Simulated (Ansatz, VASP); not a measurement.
Ti: VASP beside Ansatz

```
CELL_PARAMETERS angstrom
2.59972 0.00000 0.00000
0.00000 2.59972 0.00000
0.00000 0.00000 2.59972
ATOMIC_POSITIONS crystal
Ti 0.00000 0.00000 0.00000
```

Alike in both runs: functional PBEsol; k mesh 12 × 12 × 12; occupations fermi-dirac, width 0.1 eV; no spin polarisation.

Ansatz relaxed the structure, and its values are those at the end. VASP's run is a single point on that final structure, the one shown.

```csv
,VASP,Ansatz
version,VASP 6.6.1,Ansatz 0.2.0
potentials or method,"VASP PAW PBE potentials, release 64 (Ti_sv)","plane waves (420 eV) with PAW, scalar-relativistic"
plane-wave cutoff (eV),520,420
valence electrons in the cell,12,12
```

Ansatz gave:

* pressure (GPa): 0.0

Question: What did VASP give for the same quantities?

Answer: Pressure (GPa): -0.1.

Ansatz warned: «pseudo_functional_mismatch».

Caveats: the PAW data sets were made with another functional, which shifts forces and pressure a little (VASP).
